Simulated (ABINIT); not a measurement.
The system is ZnO (zincite).

```
Zn O
1.0
     3.24931    0.00000    0.00000
    -1.62465    2.81398    0.00000
     0.00000    0.00000    5.20571
Zn O
2 2
Direct
  0.66667 0.33333 0.00000
  0.33333 0.66667 0.50000
  0.33333 0.66667 0.87901
  0.66667 0.33333 0.37901
```

Base run:

```yaml
Program: ABINIT 10.8.3 (patched build)
Functional: PBE
Potentials_or_basis: JTH PAW PBE v2.0
Cutoff: 626 eV
k_mesh: 9 × 9 × 5
Occupations: fermi-dirac, width 0.05 eV
Spin: no spin polarisation
```

Its results: band gap on the k mesh 0.79 eV, direct; pressure 4.4 GPa; largest force 0.072 eV/Å.

**Question.** After a change of settings the same cell gave: band gap on the k mesh 0.68 eV, direct; pressure -1.9 GPa; largest force 0.063 eV/Å. Which change was it?
A. functional from PBE to LDA-PZ; potentials or basis from JTH PAW PBE v2.0 to JTH PAW LDA v2.0
B. functional from PBE to LDA; potentials or basis from JTH PAW PBE v2.0 to JTH PAW LDA v2.0
C. functional from PBE to LDA-VWN; potentials or basis from JTH PAW PBE v2.0 to JTH PAW LDA v2.0
D. functional from PBE to WC

**Answer.** D.

WC binds more tightly than PBE, so the same cell stands under less pressure.

Caveats: an odd mesh through Γ misses points on the zone boundary, where band edges often lie (some runs); the PAW data sets were made with another functional, which shifts forces and pressure a little (some runs).

Not every run made on this cell is shown here.
